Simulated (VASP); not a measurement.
A run of VASP 6.6.1 is set up as follows.

File INCAR:

```
PREC = Accurate ; ENCUT = 600
EDIFF = 1E-7 ; ISMEAR = 0
SIGMA = 0.03 ; LREAL = F
LASPH = T ; NELM = 80
ALGO = Normal ; ISIF = 3
LWAVE = F ; LCHARG = F
GGA = PS ; IBRION = 2
NSW = 90 ; EDIFFG = -0.005
```

File KPOINTS:

```
regular mesh
0
Gamma
  8 8 8
```

The input POSCAR:

```
AgBr                                    
1.0
   -0.0000000000      2.8355700778      2.8355700778
    2.8355700778      0.0000000000      2.8355700778
    2.8355700778      2.8355700778     -0.0000000000
  Ag              Br            
     1     1
Direct
     1.0000000000000000    1.0000000000000000    0.0000000000000000
     0.5000000000000000    0.5000000000000000    0.5000000000000000
```

Potentials or basis: VASP PAW PBE potentials, release 64 (Ag, Br).

Command:

```console
$ cat potpaw_PBE.64/Ag/POTCAR potpaw_PBE.64/Br/POTCAR > POTCAR
$ mpirun -np 1 vasp_std > vasp.out
```

Problem. Estimate the space group after relaxing (to 0.05 Å).

Solution. Fm-3m (No. 225).

Problem. What does it give for the relaxed volume?

Solution. 22.82 Å³/atom.

Problem. Estimate the band gap on the k mesh.

Solution. 0.50 eV, indirect (least direct gap 2.58 eV).

Final structure:
```yaml
crystal:
  lattice:
    - [0.00000, 2.83633, 2.83633]
    - [2.83633, 0.00000, 2.83633]
    - [2.83633, 2.83633, 0.00000]
  atoms:
    - { symbol: Ag, position: [0.00000, 0.00000, 0.00000] }
    - { symbol: Br, position: [0.50000, 0.50000, 0.50000] }
```

Caveat: the PAW data sets were made with another functional, which shifts forces and pressure a little. A k mesh can miss the band edges.
